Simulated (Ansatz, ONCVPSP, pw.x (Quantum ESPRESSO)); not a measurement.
Equation-of-state test of one ONCV potential (Sr (Z = 38))

```
Element                 : strontium (Sr)
Generator               : ONCVPSP 4.0.1
Type                    : optimised norm-conserving Vanderbilt (ONCV)
Functional              : PBE
Relativity              : scalar-relativistic
Frozen core             : [Ar] 3d10
Valence charge          : 10
Reference configuration : 4s2 4p6 5s2
Partial waves           : 4s+5s: rc 2.50 bohr, ncon 4, nbas 8, qcut 5 1/bohr, 2 projectors; 4p: rc 2.10 bohr, ncon 4, nbas 8, qcut 5.8 1/bohr, 1 projector; d scattering state at 0.11 Ha: rc 2.10 bohr, ncon 3, nbas 7, qcut 5.4 1/bohr, 2 projectors, debl 1.9 Ha
Local potential         : polynomial inside 1.35 bohr (lpopt 5, dvloc0 0 Ha)
Core correction         : Teter function, fcfact 5.25, rcfact 1.75
```

In the d channel the program set the typed energies aside and used 0.050, 1.950 Ha.

Atomic tests: cutoffs needed: 7.3 Ha and 9.6 Ha (the cutoffs (Ha) at which the residual kinetic energy of the hardest occupied pseudo-wave falls to 1 and 0.1 mHa per electron); ghost test: no bound ghost flagged; no localised positive-energy state flagged; largest excitation error: -36 meV (all-electron minus pseudo) for 4s2 4p5 5s2, out of 4 test configurations.

Crystal test: bcc Sr in pw.x 7.5, no spin, 10³ k-points, Fermi–Dirac smearing 0.01 Ry, cutoffs 50/200 Ry. The reference is all-electron LAPW (Ansatz 0.2.0) with the same functional, mesh and smearing; V0 and B0 come from Birch–Murnaghan fits to the pressures at five volumes. Errors are pseudo minus all-electron; Δ is the rms difference of the E(V) curves that follow from these fits, minima aligned, over ±6 % about the mean V0. Mesh and smearing are coarse, so the numbers serve the comparison and aren't converged zero-temperature values; the lattice is a test structure that the element need not adopt.

| V (Å³/atom) | P all-electron (GPa) | P pseudo (GPa) |
| --- | --- | --- |
| 51.857 | 0.64 | 0.60 |
| 53.221 | 0.31 | 0.27 |
| 54.586 | 0.01 | -0.03 |
| 55.951 | -0.27 | -0.31 |
| 57.315 | -0.51 | -0.55 |

All-electron: a0 = 4.780 Å (V0 = 54.61 Å³/atom), B0 = 11.4 GPa.

Pseudopotential: mean pressure error (GPa): -0.04; a0 (Å): 4.775; a0 error (%): -0.11; B0 error (%): +1.1; Δ (meV/atom): 0.5.

Problem. At the middle volume, how do free energy and pressure move when the wave cutoff is lowered (ecutrho kept at four times it)?

Solution.

```json
{"cutoff (Ry)": "22", "shift of F (meV/atom)": "+11.4", "shift of P (GPa)": "-0.06"}
{"cutoff (Ry)": "30", "shift of F (meV/atom)": "+1.8", "shift of P (GPa)": "-0.03"}
{"cutoff (Ry)": "40", "shift of F (meV/atom)": "+0.3", "shift of P (GPa)": "-0.00"}
```

The 8 pw.x runs together took about 53 s on one core of a shared server CPU.
